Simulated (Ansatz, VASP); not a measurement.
# Rb: VASP beside Ansatz

INCAR

```
SYSTEM = Rb
ALGO = Normal
EDIFF = 1E-6
ENCUT = 520
GGA = PS
ISIF = 2
ISMEAR = 0
LASPH = .TRUE.
LCHARG = .TRUE.
LELF = .TRUE.
LREAL = .FALSE.
LVHAR = .TRUE.
LWAVE = .FALSE.
NBANDS = 10
NELM = 80
PREC = Accurate
SIGMA = 0.15
```

KPOINTS

```
k-points
0
G
  12 12 12
  0 0 0
```

File POSCAR:

```
Rb
1.0
   -2.5815200000      2.5815200000      2.6937600000
    2.5815200000     -2.5815200000      2.6937600000
    2.5815200000      2.5815200000     -2.6937600000
Rb
1
Direct
    0.0000000000      0.0000000000      0.0000000000
```

Input for Ansatz:

```yaml
crystal:
  lattice:
    - [-2.58152, 2.58152, 2.69376]
    - [2.58152, -2.58152, 2.69376]
    - [2.58152, 2.58152, -2.69376]
  atoms:
    - { symbol: Rb, position: [0.0, 0.0, 0.0] }
basis:
  ecutwfc: 420
kpoints:
  mp_grid: { grid: [12, 12, 12] }
hamiltonian:
  xc: pbesol
scf:
  occupations: { method: gaussian, width: 0.15 }
output:
  forces: true
  stress: true
  eigenvalues: true
```

Change from the starting cell: strain -0.080 along x and y, -0.040 along z, atoms carried along.

Alike in both runs: task single point; functional PBEsol; k mesh 12 × 12 × 12; occupations gaussian, width 0.15 eV; no spin polarisation.

|  | VASP | Ansatz |
| --- | --- | --- |
| version | VASP 6.6.1 | Ansatz 0.2.0 |
| potentials or method | VASP PAW PBE potentials, release 64 (Rb_sv) | scalar-relativistic, plane waves, PAW |
| plane-wave cutoff (eV) | 520 | 420 |
| valence electrons in the cell | 9 | 9 |

|  | VASP | Ansatz | Ansatz less VASP |
| --- | --- | --- | --- |
| gap on the k mesh at the Fermi level (eV) | none | none | - |
| pressure (GPa) | 0.8 | 0.8 | 0.00 |

A gap of «none» marks a metal or a gap that the smearing closes. The functional is the same, so the differences come from potentials, cutoffs and numerics.

Caveats: the PAW data sets were made with another functional, which shifts forces and pressure a little (VASP).
